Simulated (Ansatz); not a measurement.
Clean, relaxed (111) surface of Hf, space group Fm-3m (No. 225) (top face towards +c; atoms held fixed, by place in the list: 1):

```
CELL_PARAMETERS angstrom
3.12407 0.00000 0.00000
-1.56203 2.70552 0.00000
0.00000 0.00000 22.10158
ATOMIC_POSITIONS crystal
Hf 0.66667 0.33333 0.38459
Hf 0.33333 0.66667 0.49413
Hf 0.00000 0.00000 0.60368
```

These are results of Ansatz 0.2.0, DFT PBEsol, scalar-relativistic, plane waves, PAW, not measurements. Settings: cutoff 420 eV, Γ-centred mesh 9×9×1 on the computed 3-atom cell, Gaussian smearing of 0.10 eV; no spin polarisation. A dipole correction removes the field between periodic images along c.

B (atom) is adsorbed on the top face, one adsorbate per 8.5 Å², and relaxed from 3 starting sites (fractions of a and b). The adsorption energy is E(slab + adsorbate) − E(slab) − E(free adsorbate, spin-polarised where open-shell). Heights count from the highest slab atom after relaxation. Δφ is the top face's. Δp counts per cell along +c. Bonded neighbours lie within 1.25 times the sum of covalent radii (1.35 for H) and, on that scale, within 12 % of the closest. With the adsorbate the cell is lengthened along c to keep the vacuum.

| start | ends at | E_ads (eV) | height (Å) | shortest contact | Δφ (eV) | Δp (e·Å) |
| --- | --- | --- | --- | --- | --- | --- |
| top (Hf) at (0.00, 0.00) | (0.00, 0.00), 1 bonded neighbour (Hf) | -3.31 | 2.31 | B–Hf 2.31 Å | +0.97 | -0.045 |
| hollow (Hf-Hf-Hf) at (0.33, 0.67) | (0.33, 0.67), 3 bonded neighbours (Hf) | -4.88 | 1.51 | B–Hf 2.35 Å | +0.75 | -0.044 |
| bridge (Hf-Hf) at (0.50, 0.00) | (0.66, 0.33), 3 bonded neighbours (Hf) | -4.89 | 1.52 | B–Hf 2.36 Å | +0.79 | -0.045 |

Among the sites tried, the lowest end comes from the bridge (Hf-Hf) at (0.50, 0.00) start; the hollow (Hf-Hf-Hf) at (0.33, 0.67) start ended within 0.02 eV of it, though not always at the same place; other sites may lie lower.

Each end is the local minimum or symmetric point that its start leads to. This isn't the usual crystal structure of Hf. The slab is only 5.1 Å thick, so the energies aren't converged with thickness.

For at least one of the starts the bottom face's work function also shifts by over 0.1 eV: the slab is too thin to screen the adsorbate, so the work functions aren't converged with thickness.

The adsorbed runs have no spin polarisation, so weakly bound open-shell ends lie too high.